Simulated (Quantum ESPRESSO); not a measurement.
# Simulated XPS, UPS and emission spectra of KF, part 7 of 13

What would valence photoemission of KF look like, and what sets its shape?

Quantum ESPRESSO 7.5; DFT, PBE, plane waves, ultrasoft GBRV pseudopotentials, scalar-relativistic (the session's first sound run).

So far. Step 5 (The base run: bands): At this level the gap is 6.17 eV on the path. Step 6 (With LDA: self-consistent run): At this level the gap is 5.79 eV on the k-mesh of the self-consistent run, which can miss the band edges.

### 8. Projected DOS and spectra

Level of this step: DFT, LDA, plane waves, ultrasoft GBRV pseudopotentials, scalar-relativistic (Quantum ESPRESSO).

projwfc.x splits the states by atom and shell, which the spectra need, since each shell has its own cross section.

projwfc.in reads:

```
&projwfc
  prefix = 'pes'
  outdir = './tmp'
  filpdos = 'pes'
  ngauss = 0
  degauss = 0.00735
  DeltaE = 0.05
  Emin = -23.55
  Emax = 18.45
/
```

The run is started by

```
OMP_NUM_THREADS=1 mpirun -n 4 projwfc.x -nk 4 -in projwfc.in > projwfc.out
```

What it wrote:

```text
[banner, memory and clock lines left out]
Program PROJWFC v.7.5 starts

          URL

     ./tmp/pes.save/

     IMPORTANT: XC functional enforced from input :
     Exchange-correlation= PZ
                           (   1   1   0   0   0   0   0)
     Any further DFT definition will be discarded
     Please, verify this is what you really want

     G-vector sticks info

     Gaussian broadening (read from input): ngauss,degauss=   0    0.007350

     Calling projwave ....

  Problem Sizes
  natomwfc =           12
  nbnd     =           16
  nkstot   =          104
  npwx     =         1119
  nkb      =           26

     Atomic states used for projection
     (read from pseudopotential files):

     state #   1: atom   1 (K  ), wfc  1 (l=0 m= 1)
     state #   2: atom   1 (K  ), wfc  2 (l=1 m= 1)
     state #   3: atom   1 (K  ), wfc  2 (l=1 m= 2)
     state #   4: atom   1 (K  ), wfc  2 (l=1 m= 3)
     state #   5: atom   1 (K  ), wfc  3 (l=0 m= 1)
     state #   6: atom   1 (K  ), wfc  4 (l=1 m= 1)
     state #   7: atom   1 (K  ), wfc  4 (l=1 m= 2)
     state #   8: atom   1 (K  ), wfc  4 (l=1 m= 3)
     state #   9: atom   2 (F  ), wfc  1 (l=0 m= 1)
     state #  10: atom   2 (F  ), wfc  2 (l=1 m= 1)
     state #  11: atom   2 (F  ), wfc  2 (l=1 m= 2)
     state #  12: atom   2 (F  ), wfc  2 (l=1 m= 3)

 k =   0.0000000000  0.0000000000  0.0000000000
==== e(   1) =   -24.61493 eV ====
     psi = 0.903*[#   1]+0.095*[#   5]+0.002*[#   9]
    |psi|^2 = 1.000
==== e(   2) =   -17.18170 eV ====
     psi = 0.866*[#   9]+0.112*[#   5]+0.022*[#   1]
    |psi|^2 = 1.000
==== e(   3) =    -8.03788 eV ====
     psi = 0.324*[#   2]+0.324*[#   3]+0.324*[#   4]+0.007*[#   6]+0.007*[#   7]
          +0.007*[#   8]+0.003*[#  10]+0.003*[#  11]+0.003*[#  12]
    |psi|^2 = 1.000
==== e(   4) =    -8.03788 eV ====
     psi = 0.324*[#   2]+0.324*[#   3]+0.324*[#   4]+0.007*[#   6]+0.007*[#   7]
          +0.007*[#   8]+0.003*[#  10]+0.003*[#  11]+0.003*[#  12]
    |psi|^2 = 1.000
==== e(   5) =    -8.03788 eV ====
     psi = 0.324*[#   2]+0.324*[#   3]+0.324*[#   4]+0.007*[#   6]+0.007*[#   7]
          +0.007*[#   8]+0.003*[#  10]+0.003*[#  11]+0.003*[#  12]
    |psi|^2 = 1.000
==== e(   6) =     1.05655 eV ====
     psi = 0.328*[#  10]+0.328*[#  11]+0.328*[#  12]+0.002*[#   2]+0.002*[#   3]
          +0.002*[#   4]+0.002*[#   6]+0.002*[#   7]+0.002*[#   8]
    |psi|^2 = 0.997
==== e(   7) =     1.05655 eV ====
     psi = 0.328*[#  10]+0.328*[#  11]+0.328*[#  12]+0.002*[#   2]+0.002*[#   3]
          +0.002*[#   4]+0.002*[#   6]+0.002*[#   7]+0.002*[#   8]
    |psi|^2 = 0.997
==== e(   8) =     1.05655 eV ====
     psi = 0.328*[#  10]+0.328*[#  11]+0.328*[#  12]+0.002*[#   2]+0.002*[#   3]
          +0.002*[#   4]+0.002*[#   6]+0.002*[#   7]+0.002*[#   8]
    |psi|^2 = 0.997
==== e(   9) =     6.84938 eV ====
     psi = 0.790*[#   5]+0.131*[#   9]+0.074*[#   1]
    |psi|^2 = 0.995
==== e(  10) =    11.59394 eV ====

    |psi|^2 = 0.000
==== e(  11) =    11.59394 eV ====

    |psi|^2 = 0.000
==== e(  12) =    11.59394 eV ====

    |psi|^2 = 0.000
==== e(  13) =    13.29885 eV ====

    |psi|^2 = 0.000
==== e(  14) =    13.29885 eV ====

    |psi|^2 = 0.000
==== e(  15) =    17.37286 eV ====

    |psi|^2 = 0.000
==== e(  16) =    25.01536 eV ====
     psi = 0.183*[#   6]+0.183*[#   7]+0.183*[#   8]+0.004*[#   2]+0.004*[#   3]
          +0.004*[#   4]+0.002*[#  10]+0.002*[#  11]+0.002*[#  12]
    |psi|^2 = 0.569

 k =   0.0505076272  0.0505076272 -0.0505076272
[...]
psi = 0.889*[#   1]+0.069*[#   5]+0.013*[#   6]+0.013*[#   7]+0.013*[#   8]
          +0.002*[#   9]
[...]
psi = 0.866*[#   9]+0.105*[#   5]+0.021*[#   1]+0.002*[#   6]+0.002*[#   7]
          +0.002*[#   8]
[...]
psi = 0.323*[#   2]+0.323*[#   3]+0.323*[#   4]+0.005*[#   6]+0.005*[#   7]
          +0.005*[#   8]+0.005*[#   5]+0.003*[#  10]+0.003*[#  11]+0.003*[#  12]
          +0.001*[#   9]
[...]
psi = 0.324*[#   2]+0.324*[#   3]+0.324*[#   4]+0.007*[#   6]+0.007*[#   7]
          +0.007*[#   8]+0.003*[#  10]+0.003*[#  11]+0.003*[#  12]
[...]
psi = 0.324*[#   2]+0.324*[#   3]+0.324*[#   4]+0.007*[#   6]+0.007*[#   7]
          +0.007*[#   8]+0.003*[#  10]+0.003*[#  11]+0.003*[#  12]
[...]
psi = 0.325*[#  10]+0.325*[#  11]+0.325*[#  12]+0.012*[#   5]+0.002*[#   2]
          +0.002*[#   3]+0.002*[#   4]+0.001*[#   9]
[...]
psi = 0.328*[#  10]+0.328*[#  11]+0.328*[#  12]+0.002*[#   2]+0.002*[#   3]
          +0.002*[#   4]+0.002*[#   6]+0.002*[#   7]+0.002*[#   8]
[...]
psi = 0.328*[#  10]+0.328*[#  11]+0.328*[#  12]+0.002*[#   2]+0.002*[#   3]
          +0.002*[#   4]+0.002*[#   6]+0.002*[#   7]+0.002*[#   8]
[...]
psi = 0.710*[#   5]+0.128*[#   9]+0.076*[#   1]+0.023*[#   6]+0.023*[#   7]
          +0.023*[#   8]+0.003*[#  10]+0.003*[#  11]+0.003*[#  12]
[...]
psi = 0.002*[#   6]+0.002*[#   7]+0.002*[#   8]
[...]
psi = 0.008*[#   6]+0.008*[#   7]+0.008*[#   8]
[...]
psi = 0.008*[#   6]+0.008*[#   7]+0.008*[#   8]
[...]
+0.003*[#   2]+0.003*[#   3]+0.003*[#   4]
[...]
k =   0.1010152545  0.1010152545 -0.1010152545
[...]
+0.001*[#   9]
[...]
+0.007*[#   8]
[...]
+0.002*[#   6]+0.002*[#   7]+0.002*[#   8]+0.002*[#  10]+0.002*[#  11]
          +0.002*[#  12]
[...]
+0.007*[#   8]+0.002*[#  10]+0.002*[#  11]+0.002*[#  12]
[...]
+0.007*[#   8]+0.002*[#  10]+0.002*[#  11]+0.002*[#  12]
[...]
+0.003*[#   1]+0.001*[#   2]+0.001*[#   3]+0.001*[#   4]
[...]
+0.002*[#   4]
[...]
+0.002*[#   4]
[...]
+0.071*[#   8]+0.011*[#  10]+0.011*[#  11]+0.011*[#  12]+0.003*[#   2]
          +0.003*[#   3]+0.003*[#   4]
[...]
psi = 0.001*[#   6]+0.001*[#   7]+0.001*[#   8]
[...]
psi = 0.001*[#   6]+0.001*[#   7]+0.001*[#   8]
[...]
+0.001*[#  12]
[...]
+0.001*[#  12]
[...]
+0.003*[#   2]+0.003*[#   3]+0.003*[#   4]
[...]
k =   0.1515228817  0.1515228817 -0.1515228817
[...]
+0.014*[#   8]+0.001*[#   2]+0.001*[#   3]+0.001*[#   4]
[...]
+0.063*[#   8]+0.010*[#  10]+0.010*[#  11]+0.010*[#  12]+0.002*[#   2]
          +0.002*[#   3]+0.002*[#   4]
[...]
psi = 0.005*[#   6]+0.005*[#   7]+0.005*[#   8]+0.002*[#   5]
[...]
+0.002*[#  10]+0.002*[#  11]+0.002*[#  12]
[...]
psi = 0.003*[#   6]+0.003*[#   7]+0.003*[#   8]+0.001*[#   5]
[...]
+0.003*[#   2]+0.003*[#   3]+0.003*[#   4]
[...]
k =   0.2020305089  0.1010152545 -0.1010152545
[...]
+0.002*[#  10]+0.002*[#  11]+0.002*[#  12]+0.001*[#   6]+0.001*[#   7]
[...]
+0.005*[#   8]+0.002*[#   5]+0.001*[#  10]+0.001*[#  11]+0.001*[#  12]

[...]
+0.002*[#   3]+0.002*[#   4]
[...]
+0.073*[#   1]+0.018*[#  10]+0.018*[#  11]+0.018*[#  12]+0.005*[#   2]
          +0.005*[#   3]+0.005*[#   4]
[...]
+0.003*[#  10]+0.003*[#  11]+0.003*[#  12]
[...]
psi = 0.005*[#   6]+0.005*[#   7]+0.005*[#   8]+0.003*[#   5]
[...]
+0.003*[#   2]+0.003*[#   3]+0.003*[#   4]
[...]
k =   0.2525381361  0.1515228817 -0.1515228817
[...]
psi = 0.839*[#   1]+0.053*[#   6]+0.053*[#   7]+0.053*[#   8]
[...]
+0.001*[#   3]+0.001*[#   4]
[...]
+0.007*[#   3]+0.007*[#   4]
[...]
k =   0.3030457634  0.2020305089 -0.2020305089
[...]
psi = 0.326*[#  10]+0.326*[#  11]+0.326*[#  12]+0.003*[#   5]
[...]
+0.010*[#   3]+0.010*[#   4]
[...]
k =   0.3535533906  0.2525381361 -0.2525381361
[...]
+0.005*[#   8]+0.001*[#   5]
[...]
psi = 0.326*[#  10]+0.326*[#  11]+0.326*[#  12]+0.001*[#   5]
[...]
+0.006*[#   4]+0.001*[#   1]
[...]
k =  -0.3030457634 -0.4040610178  0.4040610178
[...]
+0.002*[#   3]+0.002*[#   4]
[...]
k =  -0.2525381361 -0.3535533906  0.3535533906
[...]
psi = 0.836*[#   1]+0.054*[#   6]+0.054*[#   7]+0.054*[#   8]
[...]
psi = 0.012*[#   5]+0.003*[#   6]+0.003*[#   7]+0.003*[#   8]
[...]
psi = 0.010*[#   6]+0.010*[#   7]+0.010*[#   8]+0.003*[#   5]
[...]
psi = 0.004*[#   6]+0.004*[#   7]+0.004*[#   8]+0.002*[#   5]
[...]
psi = 0.832*[#   1]+0.055*[#   6]+0.055*[#   7]+0.055*[#   8]
[...]
psi = 0.327*[#  10]+0.327*[#  11]+0.327*[#  12]
[...]
psi = 0.834*[#   1]+0.055*[#   6]+0.055*[#   7]+0.055*[#   8]
[...]
psi = 0.328*[#  10]+0.328*[#  11]+0.328*[#  12]
[...]
psi = 0.010*[#   6]+0.010*[#   7]+0.010*[#   8]
[...]
psi = 0.831*[#   1]+0.056*[#   6]+0.056*[#   7]+0.056*[#   8]
[...]
k =   0.3535533906  0.0505076272 -0.0505076272
[...]
psi = 0.001*[#   6]+0.001*[#   7]+0.001*[#   8]
[...]
psi = 0.018*[#   6]+0.018*[#   7]+0.018*[#   8]
[...]
k =   0.4040610178  0.1010152545 -0.1010152545
[...]
+0.011*[#   8]+0.004*[#  10]+0.004*[#  11]+0.0
[... cut ...]
[#   4]
[...]
k =   0.4545686450  0.1515228817 -0.0505076272
[...]
k =  -0.2020305089 -0.5050762723  0.6060915267
[...]
k =  -0.1515228817 -0.4545686450  0.5555838995
[...]
+0.001*[#   3]+0.001*[#   4]
[...]
+0.004*[#  10]+0.004*[#  11]+0.004*[#  12]
[...]
k =  -0.1010152545 -0.4040610178  0.5050762723
[...]
+0.002*[#   3]+0.002*[#   4]
[...]
+0.003*[#   8]
[...]
+0.002*[#   1]
[...]
+0.001*[#   3]+0.001*[#   4]
[...]
+0.012*[#  11]+0.012*[#  12]+0.004*[#   5]+0.003*[#   2]+0.003*[#   3]
          +0.003*[#   4]
[...]
+0.003*[#  12]+0.002*[#   5]+0.001*[#   1]
[...]
+0.001*[#  10]+0.001*[#  11]+0.001*[#  12]
[...]
k =  -0.0505076272 -0.3535533906  0.4545686450
[...]
+0.007*[#  12]+0.003*[#   9]+0.002*[#   6]+0.002*[#   7]+0.002*[#   8]

[...]
+0.004*[#   6]+0.004*[#   7]+0.004*[#   8]+0.002*[#  10]+0.002*[#  11]
          +0.002*[#  12]
[...]
+0.006*[#   8]+0.001*[#   9]
[...]
+0.012*[#   7]+0.012*[#   8]+0.003*[#   1]+0.002*[#   2]+0.002*[#   3]
          +0.002*[#   4]+0.001*[#   9]
[...]
+0.016*[#   8]+0.006*[#   2]+0.006*[#   3]+0.006*[#   4]
[...]
+0.025*[#  10]+0.025*[#  11]+0.025*[#  12]+0.010*[#   1]+0.005*[#   2]
          +0.005*[#   3]+0.005*[#   4]
[...]
+0.010*[#  11]+0.010*[#  12]+0.002*[#   2]+0.002*[#   3]+0.002*[#   4]

[...]
+0.012*[#   9]
[...]
+0.001*[#  12]
[...]
+0.005*[#  11]+0.005*[#  12]+0.002*[#   1]
[...]
+0.006*[#  11]+0.006*[#  12]+0.004*[#   9]+0.002*[#   1]
[...]
+0.003*[#   9]
[...]
+0.001*[#  10]+0.001*[#  11]+0.001*[#  12]
[...]
k =  -0.0000000000 -0.3030457634  0.4040610178
[...]
+0.005*[#   1]+0.002*[#   2]+0.002*[#   3]+0.002*[#   4]
[...]
+0.007*[#  12]+0.004*[#   6]+0.004*[#   7]+0.004*[#   8]
[...]
+0.004*[#   6]+0.004*[#   7]+0.004*[#   8]
[...]
+0.005*[#   8]
[...]
psi = 0.299*[#  10]+0.299*[#  11]+0.299*[#  12]+0.046*[#   5]+0.011*[#   6]
          +0.011*[#   7]+0.011*[#   8]+0.005*[#   1]+0.003*[#   9]+0.002*[#   2]
          +0.002*[#   3]+0.002*[#   4]
[...]
psi = 0.326*[#  10]+0.326*[#  11]+0.326*[#  12]
[...]
psi = 0.315*[#  10]+0.315*[#  11]+0.315*[#  12]+0.013*[#   6]+0.013*[#   7]
          +0.013*[#   8]+0.005*[#   2]+0.005*[#   3]+0.005*[#   4]
[...]
==== e(   9) =     9.89089 eV ====
     psi = 0.190*[#   5]+0.169*[#   6]+0.169*[#   7]+0.169*[#   8]+0.068*[#   9]
          +0.028*[#   1]+0.027*[#  10]+0.027*[#  11]+0.027*[#  12]+0.008*[#   2]
          +0.008*[#   3]+0.008*[#   4]
    |psi|^2 = 0.897
==== e(  10) =    10.50924 eV ====
     psi = 0.139*[#   6]+0.139*[#   7]+0.139*[#   8]+0.007*[#  10]+0.007*[#  11]
          +0.007*[#  12]+0.003*[#   2]+0.003*[#   3]+0.003*[#   4]
    |psi|^2 = 0.448
==== e(  11) =    12.62612 eV ====
     psi = 0.025*[#   6]+0.025*[#   7]+0.025*[#   8]+0.019*[#   5]+0.012*[#   1]
          +0.005*[#   9]+0.002*[#  10]+0.002*[#  11]+0.002*[#  12]
    |psi|^2 = 0.118
==== e(  12) =    13.39759 eV ====
     psi = 0.017*[#   6]+0.017*[#   7]+0.017*[#   8]
    |psi|^2 = 0.053
==== e(  13) =    14.23833 eV ====
     psi = 0.015*[#   6]+0.015*[#   7]+0.015*[#   8]+0.006*[#  10]+0.006*[#  11]
          +0.006*[#  12]+0.005*[#   5]+0.002*[#   1]
    |psi|^2 = 0.070
==== e(  14) =    15.45624 eV ====
     psi = 0.028*[#   6]+0.028*[#   7]+0.028*[#   8]+0.012*[#   1]+0.007*[#   5]
          +0.004*[#   9]+0.002*[#  10]+0.002*[#  11]+0.002*[#  12]
    |psi|^2 = 0.111
==== e(  15) =    17.02371 eV ====
     psi = 0.597*[#   5]+0.054*[#   1]+0.035*[#   6]+0.035*[#   7]+0.035*[#   8]
          +0.003*[#  10]+0.003*[#  11]+0.003*[#  12]
    |psi|^2 = 0.766
==== e(  16) =    18.89315 eV ====
     psi = 0.047*[#   6]+0.047*[#   7]+0.047*[#   8]
    |psi|^2 = 0.14
```

Wall time 1.3 s (4 MPI ranks of Intel Xeon Platinum 8559C (Emerald Rapids), shared host); 4.6 s of CPU time.

This step gave:

| Quantity | Value |
| --- | --- |
| gap from the DOS mesh | 5.793 eV |
| share of occupied states in no projected shell | 0.0047 of the occupied states in the window |

Maxima picked by a test of local sharpness, so broad peaks and shoulders can be missing; peaks within 0.45 eV of a curve's cut are left out. Valence peaks, by row:

| photon energy (eV) | binding energy (eV) | height (% of the maximum within 13 eV) | main shell | its share (%) |
| --- | --- | --- | --- | --- |
| 21.2 | 0.2566 | 100 | F 2p | 99.94 |
| 60 | 18.31 | 12.34 | F 2s | 99.28 |
| 60 | 9.307 | 19.56 | K 3p | 93.27 |
| 60 | 0.2566 | 100 | F 2p | 99.94 |
| 900 | 18.31 | 51.97 | F 2s | 99.36 |
| 900 | 9.307 | 100 | K 3p | 99.06 |
| 900 | 0.2566 | 19.92 | F 2p | 98.78 |
| 1487 | 18.31 | 59.21 | F 2s | 99.39 |
| 1487 | 9.307 | 100 | K 3p | 99.03 |
| 1487 | 0.2566 | 14.1 | F 2p | 97.97 |
| 9252 | 18.31 | 130.7 | F 2s | 99.45 |
| 9252 | 9.307 | 100 | K 3p | 98.11 |
| 9252 | 0.3065 | 6.051 | F 2p | 84.94 |

Spectra as before, but with a recipe of its own (widths, and in some runs the light), which changes peak heights and what is resolved: Gaussian 0.6 eV, Lorentzian 0.1 eV plus 0 times the binding energy, unpolarised light, analyser at 54.7°, Fermi edge at 300 K; some photon energies differ too.

Side by side:

```
                  quantity  this run  base run  difference
gap from the DOS mesh (eV)     5.793     6.175      -0.382
```

One result that differs is the gap from the DOS mesh, 5.79 eV against 6.17 eV.

(Continued in part 8 of 13.)

[Logs are printed without paths, hosts, clocks, repeated set-up lines and the standing remarks that a program may print on its own settings, such as how far it seeks lower states.]

[Hosts, paths, dates, database ids (printed as entryN), source tags and the programs' standing remarks are cut or masked in the printed files.]

[Maps of the electrostatic potential energy from Ansatz leave out the sawtooth potential of an applied field or a dipole correction, so their vacuum need not be flat; work functions include it.]

[Peak lists hold at most the 14 tallest peaks of each spectrum; further lines can be left out.]
